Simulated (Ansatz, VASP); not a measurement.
# Na2S: VASP beside Ansatz

File INCAR:

```
PREC = Accurate ; ENCUT = 600
EDIFF = 1E-6 ; ISMEAR = 0
SIGMA = 0.02 ; LREAL = False
LASPH = True ; NELM = 100
ALGO = Normal ; ISIF = 3
LWAVE = False ; LCHARG = False
GGA = PS ; IBRION = 2
NSW = 100 ; EDIFFG = -0.005
```

The input KPOINTS:

```
regular mesh
0
Gamma
  8 8 8
```

The input POSCAR:

```
Na2S
1.0
    0.0000000000      3.2735000000      3.2735000000
    3.2735000000      0.0000000000      3.2735000000
    3.2735000000      3.2735000000      0.0000000000
Na S
2 1
Direct
    0.2500000000      0.2500000000      0.2500000000
    0.7500000000      0.7500000000      0.7500000000
    0.0000000000      0.0000000000      0.0000000000
```

Input for Ansatz:

```yaml
crystal:
  lattice:
    - [0.0, 3.2735, 3.2735]
    - [3.2735, 0.0, 3.2735]
    - [3.2735, 3.2735, 0.0]
  atoms:
    - { symbol: Na, position: [0.25, 0.25, 0.25] }
    - { symbol: Na, position: [0.75, 0.75, 0.75] }
    - { symbol: S, position: [0.0, 0.0, 0.0] }
basis:
  ecutwfc: 420
kpoints:
  mp_grid: { grid: [8, 8, 8] }
hamiltonian:
  xc: pbesol
scf:
  occupations: { method: gaussian, width: 0.02 }
output:
  forces: true
  stress: true
  eigenvalues: true
relax:
  adjacent_minimum: "off"
  f_tol: 0.005
  max_steps: 80
  cell: { stress_tol: 0.05 }
```

Alike in both runs: task relaxation of cell and atoms; functional PBEsol; k mesh 8 × 8 × 8; occupations gaussian, width 0.02 eV; no spin polarisation.

|  | VASP | Ansatz |
| --- | --- | --- |
| version | VASP 6.6.1 | Ansatz 0.2.0 |
| potentials or method | VASP PAW PBE potentials, release 64 (Na_pv, S) | scalar-relativistic, plane waves, PAW |
| plane-wave cutoff (eV) | 600 | 420 |
| valence electrons in the cell | 20 | 24 |

```csv
,VASP,Ansatz,Ansatz less VASP
"gap on the k mesh at the Fermi level, each at its own relaxed structure (eV)",2.41,2.43,+0.014
relaxed volume (Å³/atom),22.96,22.90,-0.064
relaxed cell length with the largest relative difference (Å),4.601,4.597,-0.0043
```

The two sets of potentials don't hold the same shells in valence.

Caveats: the PAW data sets were made with another functional, which shifts forces and pressure a little (VASP). A k mesh can miss the band edges. PBEsol gaps usually lie below the measured ones, often by a third to a half.
